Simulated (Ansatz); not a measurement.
# C (diamond) under strain

C in the diamond structure, relaxed with r2SCAN in the plane-wave code Ansatz. Space group Fd-3m (No. 227), cubic; a = 3.560 Å in the conventional setting, 5.64 Å³ an atom. Around C lie 4 C at 1.54 Å.

The axes x, y and z are those of this cell:
```
C
1.0
     0.00000    1.78012    1.78012
     1.78012    0.00000    1.78012
     1.78012    1.78012    0.00000
C
2
Cartesian
  0.0000 0.0000 0.0000
  0.8901 0.8901 0.8901
```

Unstrained: PBE gives an indirect gap of 4.148 eV, from Γ to Γ–X (0.73 of the way from Γ); the least direct gap is 5.609 eV at Γ. With r2SCAN the valence top lies at Γ and the conduction bottom at Γ–X (0.73 of the way from Γ), 4.361 eV higher; the smallest vertical gap, at Γ, is 5.896 eV. With HSE06 the valence top lies at Γ and the conduction bottom at Γ–X (0.73 of the way from Γ), 5.300 eV higher; the smallest vertical gap, at Γ, is 6.994 eV. Meshes: PBE 12×12×12, r2SCAN 12×12×12, HSE06 8×8×8. Strains are changes of length per length. After each strain the atoms were relaxed again with r2SCAN within the symmetry that the strain leaves, so tilts or polar shifts that break it weren't tested; points keep the names that they have in the unstrained zone. Spin-unpolarised throughout; all numbers are computed.

Changes of the least gap in eV (an overlap counts as a negative gap):
```tsv
strain	volume change (%)	space group	PBE	r2SCAN	HSE06	G0W0@PBE (mesh)	energy rise, r2SCAN (meV/atom)
uniaxial -0.5 % along [111]	-0.5	R-3m	+0.006	+0.007	+0.011	+0.01	0.6
epitaxial +4.0 % in the plane normal to [111], free normal strain -0.35 %	+7.8	R-3m	-0.249	-0.267	-0.295	-0.27	65.6
epitaxial -4.0 % in the xy plane, free normal strain +0.90 %	-7.0	I4_1/amd	-0.508	-0.531	–	-0.48	73.7
isotropic -4.0 % on every length	-11.5	Fd-3m	+0.283	+0.297	–	+0.34	127.3
uniaxial -1.5 % along x	-1.5	I4_1/amd	-0.361	-0.377	-0.375	-0.36	4.5
```
Unstrained, G0W0@PBE with 47 empty bands, a screening cutoff of 150 eV and a 6×6×6 mesh gives 5.47 eV on its mesh; the band count follows the volume. The G0W0 figures hold for the stated bands, cutoff and mesh and aren't extrapolated.

Uniaxial -0.5 % along [111], other directions held. HSE06: the gap goes from 5.300 to 5.311 eV (+0.011 eV). Stress change with r2SCAN, compression positive: xx +2.29, yy +2.29, zz +2.29, xy +1.99, xz +1.99, yz +1.99 GPa.

Epitaxial +4.0 % in the plane normal to [111], free normal strain -0.35 %. HSE06: the gap goes from 5.300 to 5.005 eV (-0.295 eV); the edges go from Γ → Γ–X (0.73) to Γ → (0.005, 0.380, 0.380); with r2SCAN the top three valence levels at Γ, degenerate before, become 2+1 from the top over 71 meV. Stress change with r2SCAN, compression positive: xx -28.47, yy -28.47, zz -28.47, xy +14.23, xz +14.23, yz +14.23 GPa.

Epitaxial -4.0 % in the xy plane, free normal strain +0.90 %. r2SCAN: the gap goes from 4.361 to 3.830 eV (-0.531 eV); the edges go from Γ → Γ–X (0.73) to Γ → Γ–X (0.74); with r2SCAN the top three valence levels at Γ, degenerate before, become 2+1 from the top over 879 meV. Stress change with r2SCAN, compression positive: xx +56.20, yy +56.20, zz 0.00 GPa.

Isotropic -4.0 % on every length. r2SCAN: the gap goes from 4.361 to 4.658 eV (+0.297 eV); the edges go from Γ → Γ–X (0.73) to Γ → Γ–X (0.74). Stress change with r2SCAN, compression positive: xx +68.89, yy +68.89, zz +68.89 GPa.

Uniaxial -1.5 % along x, other directions held. HSE06: the gap goes from 5.300 to 4.925 eV (-0.375 eV); with r2SCAN the top three valence levels at Γ, degenerate before, become 1+2 from the top over 239 meV. Stress change with r2SCAN, compression positive: xx +17.01, yy +2.01, zz +2.01 GPa.

Where an edge lies off the special points, it is a point of the mesh or the k point where a search put PBE's edge or least direct gap, reused for the other functionals, whose own edges may lie a little apart.

Coordinates of k points refer to the reciprocal vectors of the primitive cell of the runs.

The meshes of the hybrids are coarse, so their gaps aren't converged to the digits shown.

The splittings at Γ are without spin-orbit coupling, which regroups them where it is of like size or larger.
